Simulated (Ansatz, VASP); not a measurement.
**SrO in VASP and in Ansatz**

Contents of INCAR:

```
SYSTEM = SrO
  ALGO = Normal
  EDIFF = 1E-6
  ENCUT = 520
  GGA = RE
  ISIF = 2
  ISMEAR = -1
  IVDW = 12
  LASPH = .TRUE.
  LCHARG = .FALSE.
  LREAL = .FALSE.
  LWAVE = .FALSE.
  NBANDS = 15
  NELM = 80
  PREC = Accurate
  SIGMA = 0.05
```

KPOINTS

```
k-points
0
G
  9 9 9
  0 0 0
```

POSCAR

```
SrO
1.0
    0.0000000000      2.5832958595      2.5832958595
    2.5832958595      0.0000000000      2.5832958595
    2.5832958595      2.5832958595      0.0000000000
Sr O
1 1
Direct
    0.5000000000      0.5000000000      0.5000000000
    0.0000000000      0.0000000000      0.0000000000
```

Contents of input.yaml:

```yaml
crystal:
  lattice:
    - [0.0, 2.5832958595, 2.5832958595]
    - [2.5832958595, 0.0, 2.5832958595]
    - [2.5832958595, 2.5832958595, 0.0]
  atoms:
    - { symbol: Sr, position: [0.5, 0.5, 0.5] }
    - { symbol: O, position: [0.0, 0.0, 0.0] }
hamiltonian:
  xc: revpbe
  pseudopotentials: { kind: paw }
  dispersion: d3bj
kpoints:
  mp_grid: { grid: [9, 9, 9] }
scf:
  occupations: { method: fermi_dirac, width: 0.05 }
output:
  forces: true
  stress: true
  eigenvalues: true
```

Alike in both runs: task single point; functional revPBE; dispersion D3(BJ); k mesh 9 × 9 × 9; occupations fermi-dirac, width 0.05 eV; no spin polarisation.

```csv
,VASP,Ansatz
version,VASP 6.6.1,Ansatz 0.2.0
potentials or method,"VASP PAW PBE potentials, release 64 (Sr_sv, O)",Ansatz PAW
plane-wave cutoff (eV),520,420
valence electrons in the cell,16,16
```

VASP gave:

| Item | Value |
| --- | --- |
| gap on the k mesh at the Fermi level (eV) | 3.42 |
| least direct gap on the mesh (eV) | 3.52 |
| pressure (GPa) | 0.0 |
| dispersion energy (meV/atom) | -434.9 |

Estimate Ansatz's values.

gap on the k mesh at the Fermi level (eV): 3.46; least direct gap on the mesh (eV): 3.56; pressure (GPa): -0.6; dispersion energy (meV/atom): -435.0.

Caveats: the PAW data sets were made with another functional, which shifts forces and pressure a little (VASP); an odd mesh through Γ misses points on the zone boundary, where band edges often lie (VASP); odd divisions of the mesh miss points on the zone boundary, where band edges often lie, so the gap on the mesh can be too wide (Ansatz); the pressure holds a Pulay correction of +0.3 GPa for the finite cutoff (Ansatz); the PAW data sets come from PBE, with cores solved anew for the run's functional, which leaves a small shift of forces and pressure (Ansatz).
